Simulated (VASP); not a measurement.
The system is Ag.

```
Ag
1.0
     4.84887    0.00000    0.00000
    -2.42444    4.19925    0.00000
     0.00000    0.00000    2.97257
Ag
3
Direct
  0.00000 0.00000 0.00000
  0.33333 0.66667 0.50000
  0.66667 0.33333 0.50000
```

The cell was built by a generator and needn't be a form met in nature.

| Item | Value |
| --- | --- |
| Program | VASP 6.6.1 |
| Task | relaxation of cell and atoms |
| Functional | PBE |
| Potentials or basis | VASP PAW PBE potentials, release 64 (Ag) |
| Cutoff | 600 eV |
| k mesh | 6 × 6 × 6 |
| Occupations | gaussian, width 0.1 eV |
| Spin | no spin polarisation |

At the start: pressure -6.2 GPa; volume 20.18 Å³/atom.

Problem. Where does the relaxation end?

Solution. Over 8 steps the energy falls by 50.9 meV/atom and the volume is 18.24 Å³/atom (-9.6 %); space group P6/mmm (No. 191, to 0.05 Å).

Step by step:
| step | energy change (eV) | largest force (eV/Å) | pressure (GPa) | volume (Å³) |
| --- | --- | --- | --- | --- |
| 1 | 0.0000 | 0.0000 | -6.17 | 60.53 |
| 2 | -0.1287 | 0.0000 | 1.30 | 53.97 |
| 3 | -0.1305 | 0.0000 | 0.30 | 54.59 |
| 4 | -0.1485 | 0.0000 | 0.53 | 54.36 |
| 5 | -0.1514 | 0.0000 | 0.72 | 54.26 |
| 6 | -0.1516 | 0.0000 | 0.78 | 54.23 |
| 7 | -0.1524 | 0.0000 | -0.41 | 54.98 |
| 8 | -0.1528 | 0.0000 | 0.01 | 54.71 |

Final structure:
```
Ag
1.0
     4.76763    0.00000    0.00000
    -2.38381    4.12888    0.00000
     0.00000    0.00000    2.77935
Ag
3
Direct
  0.00000 0.00000 0.00000
  0.33333 0.66667 0.50000
  0.66667 0.33333 0.50000
```
